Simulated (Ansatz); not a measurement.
**Au: which structure wins at one pressure**

Which of fcc, bcc, hcp, sc, omega, beta tin has the lowest enthalpy for Au at one common pressure? The runs shown use PAW.

Program: Ansatz 0.2.0. Level of theory: DFT, PBE, PAW with Ansatz's default frozen-core files, scalar-relativistic. These are calculated values, not measurements.

1 further run of the same task is left out (it didn't finish).

## Step 1: The structure to begin with

It takes space group Fm-3m (No. 225, cubic). Conventional cell: a = 4.157 Å, b = 4.157 Å, c = 4.157 Å, α = 90.00°, β = 90.00°, γ = 90.00°. Au (site symmetry m-3m) is surrounded by 12 Au at 2.94 Å.

As a file:

```xyz
1
Lattice="0.0000 2.0783 2.0783 2.0783 0.0000 2.0783 2.0783 2.0783 0.0000" Properties=species:S:1:pos:R:3 pbc="T T T"
Au    0.0000    0.0000    0.0000
```

## Step 2: Cell relaxed at zero pressure, PAW

File input.yaml:

```yaml
crystal:
  lattice:
    - [0.0, 2.0782718017, 2.0782718017]
    - [2.0782718017, 0.0, 2.0782718017]
    - [2.0782718017, 2.0782718017, 0.0]
  atoms:
    - { symbol: Au, position: [0.0, 0.0, 0.0] }
kpoints:
  mp_grid: { grid: [16, 16, 16] }
scf:
  occupations: { method: fermi_dirac, width: 0.05 }
hamiltonian:
  xc: pbe
  pseudopotentials: { kind: paw }
output:
  forces: true
  stress: true
relax:
  f_tol: 0.005
  max_steps: 40
  cell: {}
```

Launch:

```console
$ ansatz run input.yaml --threads 1 --pin off --max-ram 3584MiB --backend cpu --events-out ev --progress --plain --runs-dir out
```

Further steps of the session: Volume scaled by 0.415, to set the pressure, PAW; Fcc relaxed under pressure, PAW; Bcc relaxed under pressure, PAW; Hcp relaxed under pressure, PAW; Sc relaxed under pressure, PAW; Omega relaxed under pressure, PAW; Beta tin relaxed under pressure, PAW.

**Question.** What will these runs give? Wanted: pressure; lowest.

The runs gave:

| quantity | value |
| --- | --- |
| pressure | 1300 GPa |
| lowest (PAW) | bcc, 27.0 meV/atom under hcp |

**Reading.** By PAW the order is bcc < hcp < fcc < omega < beta tin < sc. Only these structures were tried, with electrons smeared by 0.05 eV and without vibrations, so the true ground state may be another. The k meshes differ between phases and weren't tested, which can move differences by some meV. Spin-orbit coupling is left out, though the cell holds Au; in elements this heavy it can shift bands and gaps by tenths of an eV.
